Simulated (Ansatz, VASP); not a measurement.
**GaN: VASP beside Ansatz**

```
Ga N
1.0
     3.18258    0.00000    0.00000
    -1.59129    2.75619    0.00000
     0.00000    0.00000    5.18543
Ga N
2 2
Direct
  0.33333 0.66667 0.99919
  0.66667 0.33333 0.49919
  0.33333 0.66667 0.37581
  0.66667 0.33333 0.87581
```

Alike in both runs: functional PBEsol; k mesh 12 × 12 × 6; occupations gaussian, width 0.02 eV; no spin polarisation.

Ansatz relaxed the structure, and its values are those at the end. VASP's run is a single point on that final structure, the one shown.

```csv
,VASP,Ansatz
version,VASP 6.6.1,Ansatz 0.2.0
potentials or method,"VASP PAW PBE potentials, release 64 (Ga_d, N)","scalar-relativistic, plane waves, PAW"
plane-wave cutoff (eV),520,420
valence electrons in the cell,36,36
```

Ansatz gave:

```
gap on the k mesh at the Fermi level (eV) : 1.88
least direct gap on the mesh (eV)         : 1.88
pressure (GPa)                            : 0.0
```

**Question.** Estimate VASP's values.

**Answer.** gap on the k mesh at the Fermi level (eV): 1.89; least direct gap on the mesh (eV): 1.89; pressure (GPa): -0.1.

Caveats: the PAW data sets were made with another functional, which shifts forces and pressure a little (VASP). A hybrid or GW would open this gap; PBEsol tends to underestimate it.
